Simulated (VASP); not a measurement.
Here is a VASP 6.6.1 calculation.

Contents of INCAR:

```
ALGO = Normal
EDIFF = 1E-7
EDIFFG = -0.01
ENCUT = 600
GGA = PE
IBRION = 2
ISIF = 3
ISMEAR = -1
LASPH = True
LCHARG = False
LREAL = False
LWAVE = False
NELM = 80
NSW = 60
PREC = Accurate
SIGMA = 0.05
```

Contents of KPOINTS:

```
k-points
0
Gamma
  3 3 3
```

Contents of POSCAR:

```
Cs2AgBiBr6
1.0
    0.0000000000      5.6161000000      5.6161000000
    5.6161000000      0.0000000000      5.6161000000
    5.6161000000      5.6161000000      0.0000000000
Bi Cs Ag Br
1 2 1 6
Direct
    0.0000000000      0.0000000000      0.0000000000
    0.7500000000      0.7500000000      0.7500000000
    0.2500000000      0.2500000000      0.2500000000
    0.5000000000      0.5000000000      0.5000000000
    0.7494500000      0.7494500000      0.2505500000
    0.2505500000      0.2505500000      0.7494500000
    0.7494500000      0.2505500000      0.2505500000
    0.7494500000      0.2505500000      0.7494500000
    0.2505500000      0.7494500000      0.7494500000
    0.2505500000      0.7494500000      0.2505500000
```

Potentials or basis: VASP PAW PBE potentials, release 64 (Bi_d, Cs_sv, Ag, Br).

The run is started by

```bash
$ cat potpaw_PBE.64/Bi_d/POTCAR potpaw_PBE.64/Cs_sv/POTCAR potpaw_PBE.64/Ag/POTCAR potpaw_PBE.64/Br/POTCAR > POTCAR
$ mpirun -np 1 vasp_std > vasp.out
```

Task: Estimate the band gap on the k mesh.

Result: 1.90 eV, indirect (least direct gap 2.48 eV).

Task: What does it give for the relaxed cell?

Result: a = 8.112 Å, b = 8.112 Å, c = 8.112 Å, α = 60.00°, β = 60.00°, γ = 60.00°.

Task: What does it give for the space group after relaxing (to 0.05 Å)?

Result: Fm-3m (No. 225).

Step by step:
```tsv
step	energy change (eV)	largest force (eV/Å)	pressure (GPa)	volume (Å³)
1	0.0000	0.2916	1.87	354.27
2	-0.1363	0.0226	0.10	375.87
3	-0.1366	0.0363	0.02	376.99
4	-0.1366	0.0306	0.05	376.53
5	-0.1369	0.0200	0.04	376.84
6	-0.1372	0.0007	0.03	377.46
```

Caveat: spin-orbit coupling is left out, which as a rule narrows the gap of such compounds by several tenths of an eV; an odd mesh through Γ misses points on the zone boundary, where band edges often lie. Expect the measured gap to be larger: semilocal functionals such as PBE lack the derivative discontinuity.
